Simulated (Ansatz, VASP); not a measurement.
Hf: VASP beside Ansatz

The input INCAR:

```
PREC = Accurate
ENCUT = 520
EDIFF = 1E-6
ISMEAR = -1
SIGMA = 0.08
LREAL = False
LASPH = True
NELM = 100
ALGO = Fast
ISIF = 2
LWAVE = False
LCHARG = False
GGA = PE
NBANDS = 11
```

The input KPOINTS:

```
Automatic mesh
0
Gamma
  16 16 16
```

Contents of POSCAR:

```
Hf
1.0
   -1.7870523684      1.7870523684      1.7469948518
    1.7870523684     -1.7870523684      1.7469948518
    1.7870523684      1.7870523684     -1.7469948518
Hf
1
Direct
    0.0000000000      0.0000000000      0.0000000000
```

Input for Ansatz:

```yaml
crystal:
  lattice:
    - [-1.7870523684, 1.7870523684, 1.7469948518]
    - [1.7870523684, -1.7870523684, 1.7469948518]
    - [1.7870523684, 1.7870523684, -1.7469948518]
  atoms:
    - { symbol: Hf, position: [0.0, 0.0, 0.0] }
kpoints:
  mp_grid: { grid: [16, 16, 16] }
scf:
  occupations: { method: fermi_dirac, width: 0.08 }
hamiltonian:
  xc: pbe
  pseudopotentials: { kind: all_electron, lapw: { basis_error: 0.0005 } }
output:
  forces: true
  stress: true
  eigenvalues: true
```

Change from the starting cell: z stretched by -1.5 % at fixed volume.

Alike in both runs: task single point; functional PBE; k mesh 16 × 16 × 16; occupations fermi-dirac, width 0.08 eV; no spin polarisation.

|  | VASP | Ansatz |
| --- | --- | --- |
| version | VASP 6.6.1 | Ansatz 0.2.0 |
| potentials or method | VASP PAW PBE potentials, release 64 (Hf_pv) | all-electron LAPW, scalar-relativistic |
| plane-wave cutoff (eV) | 520 | see its input |

VASP gave:

* pressure (GPa): -0.2
* largest component of the traceless stress (GPa): 0.69

Question: Estimate Ansatz's values.

Answer: Pressure (GPa): 0.1; largest component of the traceless stress (GPa): 0.66.

Ansatz ran all-electron here, so the differences hold the error of VASP's frozen core and of both bases.

Spin-orbit coupling is left out, which matters for the levels of Hf.
